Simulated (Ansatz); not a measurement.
Runs of Ansatz 0.2.0 on Al. Symmetry: Im-3m, No. 229, cubic system. The conventional cell has a = 3.182 Å, b = 3.182 Å, c = 3.182 Å, α = 90.00°, β = 90.00°, γ = 90.00°. Around Al (site symmetry m-3m) lie 8 Al at 2.76 Å. This isn't the form of Al at room conditions, which is fcc.

| task | level | cell | cutoff (eV) | gap on the mesh (eV) | pressure (GPa) |
| --- | --- | --- | --- | --- | --- |
| single point | r2SCAN50 | as given | 500 | none | 1.8 |
| single point | r2SCANh | as given | 500 | none | (a) |
| single point | HF | as given | 420 | none | 9.7 |
| relaxation of cell and atoms | HF | relaxed | 420 | none | 0.0 |
| single point | r2SCAN0 | as given | 500 | none | 1.6 |

Alike in all rows: potentials or basis Ansatz PAW; no spin polarisation; k mesh 6 × 6 × 6; smearing fermi-dirac 0.05 eV; the mesh is coarse, so values aren't converged.

Fill in the values left out.

(a) 1.5.

Caveats: all runs use coarse meshes; the PAW data sets come from PBE, with cores solved anew for the run's functional, which leaves a small shift of forces and pressure; the thresholds are loose for stress (some runs); the plane-wave basis is chosen anew once the cell has moved, so the energies of steps on either side of that aren't comparable (some runs).

A gap of «none» marks a metal or a gap under the smearing width.
